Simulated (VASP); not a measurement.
Wanted: the native input for a VASP 6.6.1 run.

| Quantity | Value |
| --- | --- |
| Task | relaxation of cell and atoms |
| Functional | r2SCAN |
| Potentials or basis | VASP PAW PBE potentials, release 64 (Sn_d, Se) |
| Cutoff | 600 eV |
| k mesh | 10 × 10 × 10 |
| Occupations | gaussian, width 0.03 eV |
| Spin | no spin polarisation |
| Further INCAR settings | ALGO = Normal; EDIFF = 1e-06; IBRION = 2; EDIFFG = -0.01; NSW = 90; ISIF = 3 |

The structure of SnSe lies in POSCAR:

```
SnSe
1.0
    0.0000000000      3.0100000000      3.0100000000
    3.0100000000      0.0000000000      3.0100000000
    3.0100000000      3.0100000000      0.0000000000
Sn Se
1 1
Direct
    0.0000000000      0.0000000000      0.0000000000
    0.5000000000      0.5000000000      0.5000000000
```

The cell was built by a generator and needn't be a form met in nature.

The input as run:

INCAR

```
SYSTEM = SnSe
  PREC = Accurate
  ENCUT = 600
  EDIFF = 1E-6
  ISMEAR = 0
  SIGMA = 0.03
  LREAL = .False.
  LASPH = .True.
  NELM = 80
  ALGO = Normal
  ISIF = 3
  LWAVE = .False.
  LCHARG = .False.
  METAGGA = R2SCAN
  LMIXTAU = .True.
  IBRION = 2
  NSW = 90
  EDIFFG = -0.01
```

KPOINTS

```
regular mesh
0
Gamma
  10 10 10
  0 0 0
```

Potentials or basis: VASP PAW PBE potentials, release 64 (Sn_d, Se).

Run with:

```sh
$ cat potpaw_PBE.64/Sn_d/POTCAR potpaw_PBE.64/Se/POTCAR > POTCAR
$ mpirun -np 1 vasp_std > vasp.out
```

Results of the run:

| Item | Value |
| --- | --- |
| Pressure after relaxing | 0.0 GPa |
| Band gap on the k mesh | 0.45 eV, direct |

Caveat: the relaxation stopped at its first step, so nothing moved; the PAW data sets were made with another functional, which shifts forces and pressure a little; spin-orbit coupling is left out, which moves the levels of the heavy elements.

Wall time 2.3 min on 1 thread of AMD EPYC 9R45 96-Core Processor (Zen 5), with other jobs on the host, peak memory 0.21 GiB.
